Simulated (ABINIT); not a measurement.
## SrO in ABINIT: the effect of functional

SrO:

```
Sr O
1.0
     0.00000    2.56630    2.56630
     2.56630    0.00000    2.56630
     2.56630    2.56630    0.00000
Sr O
1 1
Direct
  0.50000 0.50000 0.50000
  0.00000 0.00000 0.00000
```

Alike in all runs:

| Quantity | Value |
| --- | --- |
| Program | ABINIT 10.8.3 (patched build) |
| Task | band structure |
| Potentials or basis | JTH PAW PBE v2.0 |
| Cutoff | 762 eV |
| k mesh | 9 × 9 × 9 |
| Occupations | fermi-dirac, width 0.05 eV |
| Spin | no spin polarisation |

```tsv
functional	gap on the mesh (eV)
PBE	3.37
LDA	3.21
PBEsol	3.26
RPBE	3.49
BLYP	3.50
AM05	3.33
r2SCAN	3.85
SCAN	3.84
revPBE	3.46
PW91	3.38
WC	3.27
TB-mBJ	?
```

Q: What does the run with functional TB-mBJ give?

A: gap on the mesh 5.12 eV.

Caveats: the constant c of TB-mBJ comes from the pseudo density here, which moves gaps by up to 0.3 eV between sets of potentials (some runs).

A k mesh can miss the band edges.
